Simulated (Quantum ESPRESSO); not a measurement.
The system is ZrB2.

```
Zr B
1.0
     3.17000    0.00000    0.00000
    -1.58500    2.74530    0.00000
     0.00000    0.00000    3.53300
Zr B
1 2
Direct
  0.00000 0.00000 0.00000
  0.66667 0.33333 0.50000
  0.33333 0.66667 0.50000
```

Program: Quantum ESPRESSO 7.5. Alike in all runs: no spin polarisation; cell as given; k mesh 10 × 10 × 8; smearing fermi-dirac 0.05 eV.

**Question.** Order these runs on this cell by their pressure, lowest first.
A. level PBEsol+U; potentials or basis GBRV 1.5 PBEsol; U Zr d U = 2 eV; cutoff (eV) 612; mixing beta 0.3; hubbard projectors atomic
B. level PBE; potentials or basis PseudoDojo 0.4.1 SR PBE standard; cutoff (eV) 1034; mixing beta 0.5
C. level PBEsol; potentials or basis GBRV 1.5 PBEsol; cutoff (eV) 612; mixing beta 0.5
D. level PBEsol+U; potentials or basis GBRV 1.5 PBEsol; U Zr d U = 5 eV; cutoff (eV) 612; mixing beta 0.3; hubbard projectors atomic
E. level PBEsol+U; potentials or basis GBRV 1.5 PBEsol; U Zr d U = 8 eV; cutoff (eV) 612; mixing beta 0.3; hubbard projectors atomic

**Answer.** E (-10.9 GPa), D (-8.2 GPa), A (-5.6 GPa), C (-4.0 GPa), B (0.8 GPa).

Caveats: U without spin polarisation on a metal has little footing (some runs); the U is typed as a test and isn't derived for this compound (some runs).

Not every run made on this cell is shown here.
